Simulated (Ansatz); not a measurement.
# B: the cost of one run

Program: Ansatz 0.2.0. Level of theory: DFT PBE, scalar-relativistic, plane waves, PAW. These are calculated values, not measurements.

1 further run of the same task is left out (it didn't finish).

**1. The structure to begin with**

The structure is tetragonal, space group P4/mmm (No. 123). Conventional cell: a = 2.291 Å, b = 2.291 Å, c = 2.819 Å, α = 90.00°, β = 90.00°, γ = 90.00°. B (site symmetry mmm) has 8 B at 1.62 to 1.82 Å as nearest neighbours. Around B (site symmetry 4/mmm) lie 8 B at 1.82 Å.

Coordinates:

```xyz
3
Lattice="2.2911 0.0000 0.0000 0.0000 2.2911 0.0000 0.0000 0.0000 2.8190" Properties=species:S:1:pos:R:3 pbc="T T T"
B     0.0000    1.1456    1.4095
B     1.1456    0.0000    1.4095
B     1.1456    1.1456    0.0000
```

The cell is invented: random cell by space group and Wyckoff sites (P4/mmm, No. 123). The dimensions are guesses.

**2. The guess as it stands, on a coarse mesh**

input.yaml reads:

```yaml
crystal:
  lattice:
    - [2.29111647, 0.0, 0.0]
    - [0.0, 2.29111647, 0.0]
    - [0.0, 0.0, 2.81895824]
  atoms:
    - { symbol: B, position: [0.0, 0.5, 0.5] }
    - { symbol: B, position: [0.5, 0.0, 0.5] }
    - { symbol: B, position: [0.5, 0.5, 0.0] }
basis:
  ecutwfc: 420
kpoints:
  mp_grid: { grid: [8, 8, 6] }
hamiltonian:
  xc: pbe
scf:
  occupations: { method: gaussian, width: 0.1 }
  lower_state_search: "off"
output:
  forces: true
  stress: true
  eigenvalues: true
```

On the command line:

```bash
> ansatz run input.yaml --threads 1 --pin off --max-ram 2560MiB --backend cpu --events-out ev --progress --plain --runs-dir out
```

**Question.** How long does this run take on 1 thread of Arm Neoverse N1, shared host, and how much memory does it need?

About 1.1 s, with a peak of 0.24 GiB.
